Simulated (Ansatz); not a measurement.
Computed with DFT PBE, scalar-relativistic, plane waves, PAW in Ansatz. All cells share a 420 eV cutoff and Γ-centred k meshes spaced at most about 0.3 Å⁻¹ (about 0.25 or finer for metals, 2π included). No spin polarisation.

These are static total energies at zero pressure.

Two relaxed structures of Li₄F:

1.

```
Li F
1.0
     0.00000    4.15505    4.15505
     4.15505    0.00000    4.15505
     4.15505    4.15505    0.00000
Li F
4 1
Direct
  0.87401 0.37797 0.87401
  0.87401 0.87401 0.37797
  0.87401 0.87401 0.87401
  0.37797 0.87401 0.87401
  0.00000 0.00000 0.00000
```

2.

```
Li F
1.0
     4.26889    0.00000    0.00000
     0.00000    4.26889    0.00000
     0.00000    0.00000    4.26889
Li F
4 1
Direct
  0.50000 0.50000 0.50000
  0.50000 0.00000 0.00000
  0.00000 0.50000 0.00000
  0.00000 0.00000 0.50000
  0.00000 0.00000 0.00000
```

Question: Which would you expect to be lower, and how large is the difference?

Answer: Cell 2 is lower, by 86 meV/atom. Cell 1 has space group F-43m (No. 216), 28.7 Å³/atom and no gap on its mesh; cell 2 has space group Pm-3m (No. 221), 15.6 Å³/atom and no gap. Counting Li atoms around F (those within 1.25 times the shortest such distance or 1.15 times the sum of covalent radii), cell 1 has F 4 and cell 2 has F 6. The denser one is the lower, and pressure would at first widen the difference. Both come from invented guesses. The lowest form computed isn't among them: it has space group I4/mmm (No. 139), 15.8 Å³/atom and lies 80 meV/atom below the best shown.

Cells relaxed within their symmetry can be saddle points. Some candidate types were left out of the draw beforehand, so a known form may be missing.
